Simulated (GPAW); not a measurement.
The system is Sc.

```xyz
2
Lattice="3.3090 0.0000 0.0000 -1.6545 2.8657 0.0000 0.0000 0.0000 5.2733" Properties=species:S:1:pos:R:3 pbc="T T T"
Sc    1.6545    0.9552    3.9550
Sc    0.0000    1.9105    1.3183
```

```yaml
Program: GPAW 26.7.0
Task: relaxation of cell and atoms
Functional: PBE
Dispersion: D3(BJ)
Potentials_or_basis: GPAW PAW data sets (gpaw-data 1.2.1)
Cutoff: 600 eV
Basis: pw
k_mesh: 7 × 7 × 4
Occupations: fermi-dirac, width 0.05 eV
Spin: no spin polarisation
```

At the start: pressure -3.4 GPa; volume 25.00 Å³/atom.

Question: Where does the relaxation end?

Answer: Over 8 steps the energy falls by 23.0 meV/atom and the volume is 23.39 Å³/atom (-6.5 %); space group P6_3/mmc (No. 194, to 0.05 Å).

The path:
| step | energy change (eV) | largest force (eV/Å) | pressure (GPa) | volume (Å³) |
| --- | --- | --- | --- | --- |
| 1 | 0.0000 | 0.0000 | -3.45 | 50.00 |
| 2 | -0.0130 | 0.0001 | -2.91 | 49.43 |
| 3 | -0.0447 | 0.0001 | 0.42 | 46.45 |
| 4 | -0.0450 | 0.0002 | 0.15 | 46.67 |
| 5 | -0.0453 | 0.0002 | -0.01 | 46.79 |
| 6 | -0.0458 | 0.0000 | -0.13 | 46.88 |
| 7 | -0.0459 | 0.0002 | -0.07 | 46.83 |
| 8 | -0.0460 | 0.0003 | -0.01 | 46.78 |

Final structure:
```
Sc
1.0
     3.26678    0.00000    0.00000
    -1.63339    2.82911    0.00000
     0.00000    0.00000    5.06141
Sc
2
Direct
  0.66667 0.33333 0.75000
  0.33333 0.66667 0.25000
```

Caveat: later steps reuse the first step's grids; pairwise dispersion overbinds metals, which lowers pressure and volume.
